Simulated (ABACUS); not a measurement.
A run of ABACUS 3.10.1:

File INPUT:

```
INPUT_PARAMETERS
suffix              TiAl
calculation         cell-relax
basis_type          lcao
pseudo_dir          ./
orbital_dir         ./
symmetry            1
dft_functional      revpbe
ecutwfc             100
pseudo_rcut         7
nspin               1
nbands              12
ks_solver           genelpa
smearing_method     fd
smearing_sigma      0.00367493
scf_thr             1e-07
scf_nmax            100
mixing_type         broyden
mixing_beta         0.7
cal_force           1
cal_stress          1
out_mul             1
relax_nmax          60
force_thr_ev        0.01
relax_method        cg
out_stru            1
stress_thr          0.5
```

Contents of STRU:

```
ATOMIC_SPECIES
Ti 47.8670 Ti.upf
Al 26.9815 Al.upf

NUMERICAL_ORBITAL
Ti_confined-atom_7au_3s2p2d1f.orb
Al_confined-atom_8au_2s2p1d.orb

LATTICE_CONSTANT
1.8897261246

LATTICE_VECTORS
2.8672622327 0.0000000000 0.0000000000
-1.4336311163 2.4831219328 0.0000000000
0.0000000000 0.0000000000 4.6780830000

ATOMIC_POSITIONS
Cartesian

Ti
0.0
1
0.0000000000 0.0000000000 0.0000000000 1 1 1

Al
0.0
1
-0.0000000001 1.6554146219 2.3390415000 1 1 1
```

KPT

```
K_POINTS
0
Gamma
8 8 4 0 0 0
```

Potentials or basis: PseudoDojo NC SR 0.4.1 PBE standard, DZP LCAO (the cutoffs set its grid).

Launch:

```sh
$ OMP_NUM_THREADS=1 mpirun -np 4 abacus > log
```

Hardware: 4 MPI ranks on AMD EPYC 9R45 96-Core Processor (Zen 5), on a shared host.

How long does it take, and how much memory?

Wall time 11 s on 4 MPI ranks on AMD EPYC 9R45 96-Core Processor (Zen 5) (shared host), peak memory 0.48 GiB a rank. Counts: scf iterations 40, k points 30, bands 12, basis 39, ion steps 5, ranks 4.
